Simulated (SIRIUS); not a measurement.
# BeTe (Cmmm) in SIRIUS: reference runs

Reference runs on BeTe: the cell as given.

All numbers are computed with SIRIUS 7.10.0; they aren't measurements. Logs are shortened: lines on timing, memory, paths and dates and some standing lists are left out, and cuts for length are marked. The log counts tension as positive stress, the text compression.

**1. The structure**

The structure is orthorhombic, space group Cmmm (No. 65). Conventional cell: a = 3.574 Å, b = 9.595 Å, c = 3.569 Å, α = 90.00°, β = 90.00°, γ = 90.00°. Be (site symmetry mmm) has 4 Te at 2.53 Å as nearest neighbours. Around Te (site symmetry mmm) lie 4 Be at 2.53 Å.

The cell was built by a generator and needn't be a form met in nature.

**2. Single point, PBE**

Input file sirius.json:

```json
{
  "control": {
    "processing_unit": "cpu",
    "verbosity": 2,
    "num_bands_to_print": 17,
    "print_forces": true,
    "print_stress": true
  },
  "parameters": {
    "electronic_structure_method": "pseudopotential",
    "xc_functionals": ["XC_GGA_X_PBE", "XC_GGA_C_PBE"],
    "gk_cutoff": 9.4,
    "pw_cutoff": 18.8,
    "ngridk": [8, 8, 8],
    "shiftk": [0, 0, 0],
    "smearing": "fermi_dirac",
    "smearing_width": 0.0018374661,
    "num_bands": 17,
    "num_mag_dims": 0,
    "num_dft_iter": 100,
    "energy_tol": 1e-08,
    "density_tol": 1e-06
  },
  "iterative_solver": {
    "type": "davidson",
    "min_tolerance": 1e-09,
    "tolerance_scale": [0.1, 0.25]
  },
  "mixer": {
    "type": "anderson",
    "beta": 0.7,
    "max_history": 8
  },
  "settings": {
    "tol_ne": 1e-10,
    "pseudo_grid_cutoff": 6.5
  },
  "unit_cell": {
    "lattice_vectors": [
      [3.376940584706, -9.065866596586, 0.0],
      [3.376940584706, 9.065866596586, 0.0],
      [0.0, 0.0, 6.744715997708]
    ],
    "atom_coordinate_units": "lattice",
    "atom_types": ["Be", "Te"],
    "atom_files": {
      "Be": "Be.json",
      "Te": "Te.json"
    },
    "atoms": {
      "Be": [
        [0.5, 0.5, 0.5]
      ],
      "Te": [
        [0.0, 0.0, 0.0]
      ]
    }
  }
}
```

Potentials or basis: PseudoDojo 0.4.1 PBE standard (scalar relativistic).

On the command line:

```
upf_to_json Be.upf
upf_to_json Te.upf
OMP_NUM_THREADS=1 sirius.scf --input=sirius.json --output=out.json --task=0
```

Output:

```text
[info] SIRIUS version : 7.10.0
[info] number of MPI ranks           : 1
[info] MPI grid                      : 1 1
[info] maximum number of OMP threads : 1
[fft] FFT context for density and potential
[fft] =====================================
[fft]   comm size                             : 1
[fft]   plane wave cutoff                     : 18.8
[fft]   grid size                             : 60 60 45   total : 162000
[fft]   grid limits                           : -29 30   -29 30   -22 22
[fft]   number of G-vectors within the cutoff : 23178
[fft]   local number of G-vectors             : 23178
[fft]   number of G-shells                    : 6319
[fft] FFT context for coarse grid
[fft] =====================================
[fft]   comm size                             : 1
[fft]   plane wave cutoff                     : 18.8
[fft]   grid size                             : 60 60 45   total : 162000
[fft]   grid limits                           : -29 30   -29 30   -22 22
[fft]   number of G-vectors within the cutoff : 23178
[fft]   local number of G-vectors             : 23178
[fft]   number of G-shells                    : 6319
[unit cell] lattice vectors
[unit cell]   a1 :       3.3769405847     -9.0658665966      0.0000000000
[unit cell]   a2 :       3.3769405847      9.0658665966      0.0000000000
[unit cell]   a3 :       0.0000000000      0.0000000000      6.7447159977
[unit cell] reciprocal lattice vectors
[unit cell]   b1 :       0.9303073521     -0.3465297686      0.0000000000
[unit cell]   b2 :       0.9303073521      0.3465297686     -0.0000000000
[unit cell]   b3 :      -0.0000000000      0.0000000000      0.9315715160
[unit cell] unit cell volume :       412.97751509 [a.u.^3]
[unit cell] 1/sqrt(omega)    :         0.04920812
[unit cell] MT volume        :         0.00000000 ( 0.00%)
[unit cell] IT volume        :       412.97751509 (100.00%)
[unit cell] number of atom types : 2
[unit cell] type id : 0 symbol : Be mt_radius :  13.570000 num_atoms : 1
[unit cell] type id : 1 symbol : Te mt_radius :  12.930000 num_atoms : 1
[unit cell] total number of atoms : 2
[unit cell] number of symmetry classes : 2
[unit cell] number of PAW atoms : 0
[unit cell] atom id  type id  class id             position                      vector_field
[unit cell] ------------------------------------------------------------------------------------------
[unit cell]      0        0        0      0.50000   0.50000   0.50000      0.00000   0.00000   0.00000
[unit cell]      1        1        1      0.00000   0.00000   0.00000      0.00000   0.00000   0.00000
[unit cell] atom id         position (Cartesian, a.u.)
[unit cell] ---------------------------------------------
[unit cell]      0       3.376941    0.000000    3.372358
[unit cell]      1       0.000000    0.000000    0.000000
[unit cell] class id : 0 atom id : 0
[unit cell] class id : 1 atom id : 1
[unit cell] minimum bond length:     4.772476
[unit cell] total number of pseudo wave-functions: 11
[sym] space group number   : 65
[sym] international symbol : Cmmm
[sym] Hall symbol          : -C 2 2
[sym] space group transformation matrix :
[... 218 lines left out ...]
[diagonalize] average number of iterations: 2.84762
[find] Total energy                   :    -118.78445216 (Ha),    -237.56890431 (Ry)
[find] Free energy (E-TS)             :    -118.78464272 (Ha),    -237.56928544 (Ry)
[find] band gap (eV)                  :       0.00000000
[find] Efermi                         :       0.16531138
[find] iteration : 3, RMS : 8.231005900266e-05, energy difference : -5.002304189361e-05
[find] Hartree energy of density residual : 9.950432885212e-07
[find] | SCF iteration   4 out of 100|
[diagonalize] iterative solver tolerance (occupied, empty): 4.62501e-06 4.62501e-06
[... 37 lines left out ...]
[find] Total energy                   :    -118.78445166 (Ha),    -237.56890332 (Ry)
[find] Free energy (E-TS)             :    -118.78464935 (Ha),    -237.56929871 (Ry)
[find] band gap (eV)                  :       0.00000000
[find] Efermi                         :       0.16507865
[find] iteration : 8, RMS : 3.408849848790e-07, energy difference : -1.913389837682e-07
[find] Hartree energy of density residual : 3.715753029349e-11
[find] | SCF iteration   9 out of 100|
[diagonalize] iterative solver tolerance (occupied, empty): 4.51661e-09 4.51661e-09
[diagonalize] average number of iterations: 3.15238
[find] Total energy                   :    -118.78445164 (Ha),    -237.56890328 (Ry)
[find] Free energy (E-TS)             :    -118.78464935 (Ha),    -237.56929871 (Ry)
[find] band gap (eV)                  :       0.00000000
[find] Efermi                         :       0.16507834
[find] iteration : 9, RMS : 7.951304267762e-08, energy difference : 2.287441702720e-08
[find] Hartree energy of density residual : 1.976614889102e-12
[find] bands are converged : false
[find] iterative solver converged : false
[find] +------------------------------+
[find] | SCF iteration  10 out of 100|
[find] +------------------------------+
[diagonalize] iterative solver tolerance (occupied, empty): 1.12915e-09 1.12915e-09
[diagonalize] average number of iterations: 3.34286
[diagonalize] Lowest band energies
[diagonalize] ik:    0   -3.566638   -1.173692   -1.173421   -1.168974   -1.168974   -1.168267   -0.279468    0.077633    0.118849    0.119773    0.243600    0.299584    0.356218    0.380684    0.508285    0.508759    0.534228
[diagonalize] ik:    1   -3.566638   -1.173620   -1.173452   -1.168998   -1.168972   -1.168238   -0.274694    0.080117    0.082460    0.125893    0.265130    0.308431    0.351278    0.390541    0.461685    0.495761    0.530500
[diagonalize] ik:    2   -3.566638   -1.173526   -1.173450   -1.169054   -1.168967   -1.168165   -0.261545    0.017558    0.093350    0.146443    0.290157    0.296310    0.333898    0.386170    0.459881    0.485275    0.534461
[diagonalize] ik:    3   -3.566638   -1.173601   -1.173284   -1.169110   -1.168963   -1.168088   -0.244879   -0.033563    0.110614    0.177439    0.242626    0.315906    0.318718    0.373453    0.437578    0.516952    0.586258
[diagonalize] ik:    4   -3.566638   -1.173632   -1.173217   -1.169134   -1.168961   -1.168055   -0.236235   -0.054152    0.121526    0.200108    0.220042    0.283579    0.325495    0.398394    0.444509    0.472375    0.615294
[diagonalize] ...
[diagonalize] ik:  100   -3.566638   -1.173635   -1.173209   -1.169137   -1.168960   -1.168051   -0.235867   -0.054195    0.121498    0.199615    0.220931    0.282814    0.324817    0.399871    0.434886    0.480007    0.615861
[diagonalize] ik:  101   -3.566638   -1.173726   -1.172945   -1.169129   -1.169038   -1.167963   -0.215001   -0.035904    0.068254    0.126961    0.190345    0.225424    0.461484    0.478494    0.490781    0.522224    0.608359
[diagonalize] ik:  102   -3.566638   -1.173662   -1.173131   -1.169135   -1.168983   -1.168025   -0.229606   -0.047886    0.113562    0.144410    0.209206    0.246159    0.388013    0.448763    0.506055    0.523886    0.589784
[diagonalize] ik:  103   -3.566638   -1.173635   -1.173210   -1.169137   -1.168960   -1.168050   -0.235068   -0.052667    0.111346    0.198946    0.207116    0.282141    0.323650    0.404953    0.489867    0.519740    0.628026
[diagonalize] ik:  104   -3.566638   -1.173635   -1.173210   -1.169138   -1.168960   -1.168050   -0.234733   -0.052018    0.107461    0.198672    0.202007    0.281864    0.323162    0.405935    0.532333    0.543432    0.598718
[find] Charges and magnetic moments
[find] --------------------------------------------------------------------------------
[find] total charge          : 20.000000
[find] Energy
[find] --------------------------------------------------------------------------------
[find] valence_eval_sum               :     -18.91143671
[find] <rho|V^{XC}>                   :     -18.12540057
[find] <rho|E^{XC}>                   :     -27.01133420
[find] <mag|B^{XC}>                   :       0.00000000
[find] <rho|V^{H}>                    :      77.51493210
[find] one-electron contribution      :     -78.30096824 (Ha),    -156.60193648 (Ry)
[find] hartree contribution           :      38.75746605
[find] xc contribution                :     -27.01133420
[find] ewald contribution             :     -52.22961006
[find] PAW contribution               :       0.00000000
[find] smearing (-TS)                 :      -0.00019772
[find] SCF correction                 :      -0.00000518
[find] Total energy                   :    -118.78445164 (Ha),    -237.56890327 (Ry)
[find] Free energy (E-TS)             :    -118.78464935 (Ha),    -237.56929871 (Ry)
[find] band gap (eV)                  :       0.00000000
[find] Efermi                         :       0.16507820
[find] iteration : 10, RMS : 3.101489124066e-08, energy difference : 2.903846052504e-10
[find] Hartree energy of density residual : 8.230300945768e-14
[find] bands are converged : false
[find] iterative solver converged : true
[find] converged after 11 SCF iterations!
[find] Charges and magnetic moments
[find] --------------------------------------------------------------------------------
[find] total charge          : 20.000000
[find] Energy
[find] --------------------------------------------------------------------------------
[find] valence_eval_sum               :     -18.91143671
[find] <rho|V^{XC}>                   :     -18.12540057
[find] <rho|E^{XC}>                   :     -27.01133420
[find] <mag|B^{XC}>                   :       0.00000000
[find] <rho|V^{H}>                    :      77.51493210
[find] one-electron contribution      :     -78.30096824 (Ha),    -156.60193648 (Ry)
[find] hartree contribution           :      38.75746605
[find] xc contribution                :     -27.01133420
[find] ewald contribution             :     -52.22961006
[find] PAW contribution               :       0.00000000
[find] smearing (-TS)                 :      -0.00019772
[find] SCF correction                 :      -0.00000518
[find] Total energy                   :    -118.78445164 (Ha),    -237.56890327 (Ry)
[find] Free energy (E-TS)             :    -118.78464935 (Ha),    -237.56929871 (Ry)
[find] band gap (eV)                  :       0.00000000
[find] Efermi                         :       0.16507820
[ground_state] === stress tensor components [kbar] ===
[ground_state] === stress_kin ===
[ground_state] -31048.508253   -0.000000    0.000000
[ground_state]    -0.000000-31276.998487    0.000000
[ground_state]     0.000000    0.000000-31049.122863
[ground_state] === stress_har ===
[ground_state] -15289.713279   -0.000000    0.000000
[ground_state]    -0.000000 2873.008511    0.000000
[ground_state]     0.000000    0.000000-15194.577401
[ground_state] === stress_ewald ===
[ground_state]  3699.395295   -0.000000    0.000000
[ground_state]    -0.00000029704.773323    0.000000
[ground_state]     0.000000    0.000000 3804.830007
[ground_state] === stress_vloc ===
[ground_state] 20594.217776    0.000000    0.000000
[ground_state]     0.000000-23313.593230    0.000000
[ground_state]     0.000000    0.00000020393.737452
[ground_state] === stress_xc ===
[ground_state] -6094.180018   -0.000000    0.000000
[ground_state]    -0.000000-6074.209560    0.000000
[ground_state]     0.000000    0.000000-6094.150652
[ground_state] === stress_core ===
[ground_state] 10307.915420    0.000000    0.000000
[ground_state]     0.00000010309.623154    0.000000
[ground_state]     0.000000    0.00000010307.934870
[ground_state] === stress_nonloc ===
[ground_state] 17829.572389    0.000000    0.000000
[ground_state]     0.00000017777.512831    0.000000
[ground_state]     0.000000    0.00000017829.348489
[ground_state] === stress_us_nl ===
[ground_state] 17829.572389    0.000000    0.000000
[ground_state]     0.00000017777.512831    0.000000
[ground_state]     0.000000    0.00000017829.348489
[ground_state] === stress_total ===
[ground_state]    -1.300670   -0.000000    0.000000
[ground_state]    -0.000000    0.116541    0.000000
[ground_state]     0.000000    0.000000   -2.000099
[ground_state] ==== total Forces in Ha/bohr =====
[ground_state] atom:    0, force:       0.0000000      0.0000000      0.0000000
[... 14 lines left out ...]
[ground_state] atom:    0, force:       0.0000000      0.0000000      0.0000000
[ground_state] atom:    1, force:       0.0000000      0.0000000      0.0000000
[~DFT_ground_state] local op. applied: 47997
[~DFT_ground_state] evp. work count: 11686.9
[~DFT_ground_state] number of iterative solver steps: 4521
```

Run time: 3.2 min. Hardware: 1 thread of Arm Neoverse V2, shared host; peak memory 1 GiB.

What came out:

| Item | Value |
| --- | --- |
| Free energy | -3232.2950 eV |
| Pressure | 0.1 GPa |
| Band gap on the k mesh | none (metal or under the smearing width) |
